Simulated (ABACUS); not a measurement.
Crystal: MnO.

```
CELL_PARAMETERS angstrom
0.00000 2.22391 2.22391
2.22391 0.00000 2.22391
2.22391 2.22391 0.00000
ATOMIC_POSITIONS crystal
Mn 0.00000 0.00000 0.00000
O 0.50000 0.50000 0.50000
```

The cell is a database's computed one.

A run of ABACUS 3.10.1 on this cell left the log below. Logs are shortened: lines on timing, memory, paths and dates and some standing lists are left out, and cuts for length are marked.

```text
ABACUS v3.10.1

               Atomic-orbital Based Ab-initio Computation at UStc

 ------------------------------------------------------------------------------------

 READING GENERAL INFORMATION
                           global_out_dir = OUT.MnO/
                           global_in_card = INPUT
                               pseudo_dir = ./
                              orbital_dir = ./
                                    DSIZE = 4
                                    GSIZE = 1

 READING UNITCELL INFORMATION
                                    ntype = 2
                  lattice constant (Bohr) = 1.88973
              lattice constant (Angstrom) = 1

 READING ATOM TYPE 1
                               atom label = Mn
                      L=0, number of zeta = 3
                      L=1, number of zeta = 2
                      L=2, number of zeta = 2
                      L=3, number of zeta = 1
             number of atom for this type = 1
               magnetization of element 1 = 4

 READING ATOM TYPE 2
                               atom label = O
                      L=0, number of zeta = 2
                      L=1, number of zeta = 2
                      L=2, number of zeta = 1
             number of atom for this type = 1
               magnetization of element 2 = 0

                        TOTAL ATOM NUMBER = 2
DIRECT COORDINATES
    atom                   x                   y                   z     mag                  vx                  vy                  vz
taud_Mn1            0.0000000000        0.0000000000        0.0000000000  4.0000        0.0000000000        0.0000000000        0.0000000000
taud_O1            0.5000000000        0.5000000000        0.5000000000  0.0000        0.0000000000        0.0000000000        0.0000000000

[... 246 lines left out ...]
                      nelec for spin down = 8.10135
[... 196 lines left out ...]
 Density error is 5.71449288411e-08
----------------------------------------------------------
     Energy           Rydberg                 eV
----------------------------------------------------------
 E_KohnSham     -250.9339714043      -3414.1318328680
 E_KS(sigma->0) -250.9337352314      -3414.1286195706
 E_Harris       -250.9339699257      -3414.1318127498
 E_band         -18.1675238604       -247.1818430529
 E_one_elec     -103.8519662504      -1412.9784895089
 E_Hartree      63.8371528752        868.5490231998
 E_xc           -45.2107056271       -615.1232071292
 E_Ewald        -165.7079800562      -2254.5727328350
 E_entropy(-TS) -0.0004723458        -0.0064265948
 E_descf        0.0000000000         0.0000000000
 E_exx          0.0000000000         0.0000000000
 E_Fermi        0.9820100356         13.3609319778
----------------------------------------------------------

 charge density convergence is achieved
 final etot is -3414.1318329 eV
 EFERMI = 13.360931978 eV

 STATE ENERGY(eV) AND OCCUPATIONS    NSPIN == 2
SPIN UP :
 1/47 kpoint (Cartesian) = 0.0000 0.0000 0.0000 (604 pws)
       1       -67.9893     0.00100000
       2       -36.9002     0.00100000
       3       -36.9002     0.00100000
       4       -36.9002     0.00100000
       5       -6.81775     0.00100000
       6        9.64286     0.00100000
[... 9 lines left out ...]
      16        29.7529        0.00000
[... 82 lines left out ...]
       4       -36.9084     0.00400000
       5       -5.82969     0.00400000
       6        5.13870     0.00400000
[... 9 lines left out ...]
      16        25.2921        0.00000
      17        25.2921        0.00000

[... levels at 88 further k points ...]

-------------------------------------------------
 Total Magnetism (uB)
-------------------------------------------------
                        Mn1         4.7178935319
                         O1         0.1019599194
-------------------------------------------------

 correction force for each atom along direction 1 is 4.76199e-15
 correction force for each atom along direction 2 is -2.04496e-14
 correction force for each atom along direction 3 is -2.14732e-14
------------------------------------------------------------------------------------------
 TOTAL-FORCE (eV/Angstrom)
------------------------------------------------------------------------------------------
                       Mn1         0.0000000000         0.0000000000         0.0000000000
                        O1         0.0000000000         0.0000000000         0.0000000000
------------------------------------------------------------------------------------------

----------------------------------------------------------------
 TOTAL-STRESS (KBAR)
----------------------------------------------------------------
         6.8631524441         0.0000000000         0.0000000000
         0.0000000000         6.8631524441         0.0000000000
         0.0000000000         0.0000000000         6.8631524441
----------------------------------------------------------------
 TOTAL-PRESSURE: 6.863152 KBAR

 --------------------------------------------
 !FINAL_ETOT_IS -3414.1318328679903971 eV
 --------------------------------------------
```

Write the input and the command behind it.

Single point with PBE, collinear spin, ferromagnetic start. The files as run (others can give the same):

INPUT
```
INPUT_PARAMETERS
suffix              MnO
calculation         scf
basis_type          lcao
pseudo_dir          ./
orbital_dir         ./
symmetry            1
dft_functional      pbe
ecutwfc             100
pseudo_rcut         10
nspin               2
nbands              17
ks_solver           genelpa
smearing_method     fd
smearing_sigma      0.00367493
scf_thr             1e-07
scf_nmax            100
mixing_type         broyden
mixing_beta         0.4
cal_force           1
cal_stress          1
out_mul             1
```

STRU
```
ATOMIC_SPECIES
Mn 54.9380 Mn.upf
O 15.9990 O.upf

NUMERICAL_ORBITAL
Mn_confined-atom_7au_3s2p2d1f.orb
O_confined-atom_6au_2s2p1d.orb

LATTICE_CONSTANT
1.8897261246

LATTICE_VECTORS
0.0000000000 2.2239077028 2.2239077028
2.2239077028 0.0000000000 2.2239077028
2.2239077028 2.2239077028 0.0000000000

ATOMIC_POSITIONS
Direct

Mn
0.0
1
0.0000000000 0.0000000000 0.0000000000 1 1 1 mag 4

O
0.0
1
0.5000000000 0.5000000000 0.5000000000 1 1 1 mag 0
```

KPT
```
K_POINTS
0
Gamma
10 10 10 0 0 0
```

Potentials or basis: PseudoDojo NC SR 0.4.1 PBE standard, DZP LCAO (the cutoffs set its grid).
The run is started by
```console
$ OMP_NUM_THREADS=1 mpirun -np 4 abacus > log
```

Caveat: the atomic orbitals were generated for these runs and aren't a published set; the basis of atomic orbitals isn't converged, which shifts pressures, moduli and gaps; a cell with one magnetic atom can't hold antiferromagnetic order, which such compounds often take; semilocal functionals often make such compounds metallic where correlation or magnetic order opens a gap, which also shifts bond lengths.
